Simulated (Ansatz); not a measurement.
# Sn (I4_1/amd) in Ansatz: a series of runs

One crystal, Sn, is run at these levels: RPBE; tasks: relaxation of the atoms.

Program: Ansatz 0.2.0. These are calculated values, not measurements. Logs are shortened: lines on timing, memory, paths and dates and some standing lists are left out, and cuts for length are marked.

### 1 The undisturbed crystal

Symmetry: I4_1/amd, No. 141, tetragonal system. Conventional cell: a = 5.880 Å, b = 5.880 Å, c = 3.199 Å, α = 90.00°, β = 90.00°, γ = 90.00°. Sn (site symmetry -4m2) has 6 Sn at 3.05 to 3.20 Å as nearest neighbours.

### 2 Relaxation of the atoms, RPBE (atoms moved at random, drawn with an rms of 0.05 Å)

Contents of run.py:

```python
import json

import ase.io
import numpy as np

import ansatz as az

atoms = ase.io.read("POSCAR", format="vasp")

calculation = (
    az.Crystal.from_ase(atoms)
    .calculation()
    .kpoints(7, 7, 5)
    .functional("rpbe")
    .pseudopotentials(kind="paw")
    .occupations(method="fermi_dirac", width=0.15)
    .relax(force_tolerance=0.01, max_steps=40)
    .forces()
    .stress()
)
outcome = calculation.run(threads=2, events_out="events.jsonl")

report = outcome.report
for line in open("events.jsonl"):
    event = json.loads(line)
    if event["event"] == "scf_iter":
        d = event["data"]
        print(f"SCF {d['iter']:3d}  HF = {d['harris_foulkes_ev']:.6f} eV  dr2 = {d['dr2_ev']:.2e} eV")
    elif event["event"] in ("relax_step", "md_step"):
        d = event["data"]
        print(f"{event['event']} {d['step']:3d}  E = {d['lagrangian_ev']:.6f} eV")
np.set_printoptions(precision=5, suppress=True, linewidth=110)
print("converged:", report["converged"], "after", report["n_iterations"], "iterations")
print(f"free energy {report['free_energy_ev']:.6f} eV, Fermi level {report['fermi_energy_ev']:.4f} eV")
for key in ("band_edges_ev", "magnetization_mub", "site_moments_mub", "site_moments_nc_mub", "forces_ev_ang",
                "stress_gpa"):
    if report.get(key) is not None:
        print(key, np.array(report[key]), sep="\n")
```

Contents of POSCAR:

```
Sn
1.0
   -2.9401404553      2.9401404553      1.5993019889
    2.9401404553     -2.9401404553      1.5993019889
    2.9401404553      2.9401404553     -1.5993019889
Sn
2
Direct
    0.0003570000     -0.0012740000      0.0021880000
    0.7644700000      0.2657770000      0.5058040000
```

Potentials or basis: Ansatz PAW.

The run is started by

```console
$ python run.py
```

The log of the run:

```text
DeckWarning: basis.ecutwfc = 420 eV, auto-derived from the records' recommended cutoffs: set by Sn (normal level)
DeckWarning: output.stress: scf.convergence.dr2_threshold = 1e-7 eV (the SCF's general default) is looser than the 2e-10 eV advised for a printed stress (1e-10 eV for each atom of the cell: 2). What an SCF threshold leaves in a stress goes as its square root, and in the free energy as the threshold itself, and one threshold admits the most on a small cell: of the crystals measured, under no hybrid functional and no lock of the mo [...]
PlacementWarning: RAYON_NUM_THREADS=2 ignored (pool sized by the plan → 2); use plan(threads=…)
SCF   1  HF = -12065.462402 eV  dr2 = 2.31e-03 eV
SCF   2  HF = -12065.461070 eV  dr2 = 4.83e-04 eV
SCF   3  HF = -12065.461103 eV  dr2 = 1.28e-04 eV
SCF   4  HF = -12065.461115 eV  dr2 = 7.51e-06 eV
SCF   5  HF = -12065.461116 eV  dr2 = 3.81e-07 eV
SCF   6  HF = -12065.461116 eV  dr2 = 1.81e-08 eV
relax_step   1  E = -12065.461116 eV
SCF   1  HF = -12065.462318 eV  dr2 = 2.50e-04 eV
SCF   2  HF = -12065.462293 eV  dr2 = 8.70e-05 eV
SCF   3  HF = -12065.462299 eV  dr2 = 6.10e-06 eV
SCF   4  HF = -12065.462300 eV  dr2 = 2.41e-07 eV
relax_step   2  E = -12065.462300 eV
SCF   1  HF = -12065.462531 eV  dr2 = 9.34e-05 eV
SCF   2  HF = -12065.462520 eV  dr2 = 3.54e-05 eV
SCF   3  HF = -12065.462519 eV  dr2 = 1.46e-06 eV
SCF   4  HF = -12065.462519 eV  dr2 = 4.75e-08 eV
relax_step   3  E = -12065.462519 eV
converged: True after 4 iterations
free energy -12065.462519 eV, Fermi level 10.5226 eV
magnetization_mub
0.0
forces_ev_ang
[[ 0.00947 -0.00853  0.0012 ]
 [-0.00947  0.00853 -0.0012 ]]
stress_gpa
[[ 2.87166 -0.30418  0.15811]
 [-0.30418  2.81055  0.15563]
 [ 0.15811  0.15563  2.90309]]
```

engine_input.yaml:

```text
crystal:
  lattice:
    - [-2.9401404553, 2.9401404553, 1.5993019889]
    - [2.9401404553, -2.9401404553, 1.5993019889]
    - [2.9401404553, 2.9401404553, -1.5993019889]
  atoms:
    - { symbol: Sn, position: [0.0003570000000000001, -0.0012740000000000002, 0.002188] }
    - { symbol: Sn, position: [0.7644699999999999, 0.26577699999999993, 0.505804] }
kpoints:
  mp_grid:
    grid: [7, 7, 5]
hamiltonian:
  xc: rpbe
  pseudopotentials:
    kind: paw
scf:
  occupations:
    method: fermi_dirac
    width: 0.15
relax:
  f_tol: 0.01
  max_steps: 40
output:
  forces: true
  stress: true
```

Wall time 6.3 s (2 threads of Arm Neoverse V2, shared host); peak memory 0.52 GiB.

What came out:

```
Free energy                  : -12065.4625 eV
Energy gained by relaxing    : 0.7 meV/atom
Ionic steps                  : 3
Pressure after relaxing      : 2.9 GPa
Largest force after relaxing : 0.013 eV/Å
```

Forces in eV/Å, atoms in the order of the input:
```
Sn   0.009 -0.009  0.001
Sn  -0.009  0.009 -0.001
```

The path:
```
step  energy change (eV)  largest force (eV/Å)
   1              0.0000                0.0919
   2             -0.0012                0.0268
   3             -0.0014                0.0128
```

Final structure:
```cif
data_structure
_symmetry_space_group_name_H-M 'P 1'
_symmetry_Int_Tables_number 1
_cell_length_a 4.4550
_cell_length_b 4.4550
_cell_length_c 4.4550
_cell_angle_alpha 97.405
_cell_angle_beta 97.405
_cell_angle_gamma 137.923
_cell_volume 55.30
loop_
_atom_site_label
_atom_site_type_symbol
_atom_site_fract_x
_atom_site_fract_y
_atom_site_fract_z
_atom_site_occupancy
Sn1 Sn 0.00658 0.00692 0.00396 1
Sn2 Sn 0.75824 0.25758 0.50403 1
```

Caveat: the potentials were made for another functional, which shifts forces and pressure; the thresholds are loose for stress.

### 3 Relaxation of the atoms, RPBE (atoms moved at random, drawn with an rms of 0.05 Å)

Contents of input.yaml:

```yaml
crystal:
  lattice:
    - [-2.9401404553, 2.9401404553, 1.5993019889]
    - [2.9401404553, -2.9401404553, 1.5993019889]
    - [2.9401404553, 2.9401404553, -1.5993019889]
  atoms:
    - { symbol: Sn, position: [0.000357, -0.001274, 0.002188] }
    - { symbol: Sn, position: [0.76447, 0.265777, 0.505804] }
hamiltonian:
  xc: rpbe
  pseudopotentials: { kind: paw }
kpoints:
  mp_grid: { grid: [7, 7, 5] }
scf:
  occupations: { method: fermi_dirac, width: 0.15 }
output:
  forces: true
  stress: true
relax:
  f_tol: 0.01
  max_steps: 40
```

Potentials or basis: Ansatz PAW.

The run is started by

```console
$ ansatz run input.yaml --threads 2 --pin off --max-ram 5120MiB --backend cpu --events-out ev --progress --plain --runs-dir out
```

Run time: 5.7 s. Hardware: 2 threads of Arm Neoverse V2, shared host; peak memory 0.39 GiB.

It converged, with:

| Item | Value |
| --- | --- |
| Free energy | -12065.4625 eV |
| Energy gained by relaxing | 0.7 meV/atom |
| Ionic steps | 3 |
| Pressure after relaxing | 2.9 GPa |
| Largest force after relaxing | 0.013 eV/Å |

Forces in eV/Å, atoms in the order of the input:
```
Sn   0.009 -0.009  0.001
Sn  -0.009  0.009 -0.001
```

Stress tensor (GPa, compression positive):
```
 2.87 -0.30  0.16
-0.30  2.81  0.16
 0.16  0.16  2.90
```

Step by step:
```
step  energy change (eV)  largest force (eV/Å)
   1              0.0000                0.0919
   2             -0.0012                0.0268
   3             -0.0014                0.0128
```

Final structure:
```cif
data_structure
_symmetry_space_group_name_H-M 'P 1'
_symmetry_Int_Tables_number 1
_cell_length_a 4.4550
_cell_length_b 4.4550
_cell_length_c 4.4550
_cell_angle_alpha 97.405
_cell_angle_beta 97.405
_cell_angle_gamma 137.923
_cell_volume 55.30
loop_
_atom_site_label
_atom_site_type_symbol
_atom_site_fract_x
_atom_site_fract_y
_atom_site_fract_z
_atom_site_occupancy
Sn1 Sn 0.00658 0.00692 0.00396 1
Sn2 Sn 0.75824 0.25758 0.50403 1
```

Caveat: the PAW data sets come from PBE, with cores solved anew for the run's functional, which leaves a small shift of forces and pressure; the thresholds are loose for stress.
